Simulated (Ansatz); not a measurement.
Computed with DFT PBE, scalar-relativistic, plane waves, PAW (Ansatz 0.2.0). Plane waves to 420 eV, a 12×12×6 mesh through Γ for the 4-atom cell and 0.01 eV Gaussian smearing; no spin polarisation.

Energies over the elements count from the elements' standard structures at the same level, with no fitted energy shifts.

Problem. Find a candidate hexagonal narrow-gap semiconductor with formula PbS, with a gap near 0.3 eV, a formation energy near −0.47 eV/atom and a density near 7.32 g/cm³, in a cell of 4 atoms. Its symmetry should be P6_3/mmc (No. 194).

Solution. PbS, space group P6_3/mmc (No. 194). Pb is surrounded by 6 S at 3.01 Å; S has 6 Pb at 3.01 Å.

```cif
data_structure
_symmetry_space_group_name_H-M 'P6_3/mmc'
_symmetry_Int_Tables_number 194
_cell_length_a 4.1286
_cell_length_b 4.1286
_cell_length_c 7.3563
_cell_angle_alpha 90.000
_cell_angle_beta 90.000
_cell_angle_gamma 120.000
_cell_volume 108.59
loop_
_atom_site_label
_atom_site_type_symbol
_atom_site_symmetry_multiplicity
_atom_site_Wyckoff_symbol
_atom_site_fract_x
_atom_site_fract_y
_atom_site_fract_z
_atom_site_occupancy
Pb1 Pb 2 c 0.66667 0.33333 0.75000 1
S1 S 2 a 0.00000 0.00000 0.00000 1
```

The volume per atom is 27.15 Å³ and the density is 7.32 g/cm³. The energy over the elements is −0.467 eV/atom and the gap on the 12×12×6 mesh of the 4-atom cell is 0.26 eV.

The structure comes from a generated guess, relaxed at this level; another structure or a mixture of phases may lie lower. Other answers may fit too; this one was computed.

Spin–orbit coupling, which can matter for Pb, is left out. Kohn–Sham gaps at this level usually fall short of measured ones. The missing spin–orbit coupling can work the other way here. The reference form of S is held partly by dispersion forces, which this level lacks. Small gaps are read on the mesh alone, and bands can cross between its points. A structure relaxed within its symmetry needn't be a true minimum.
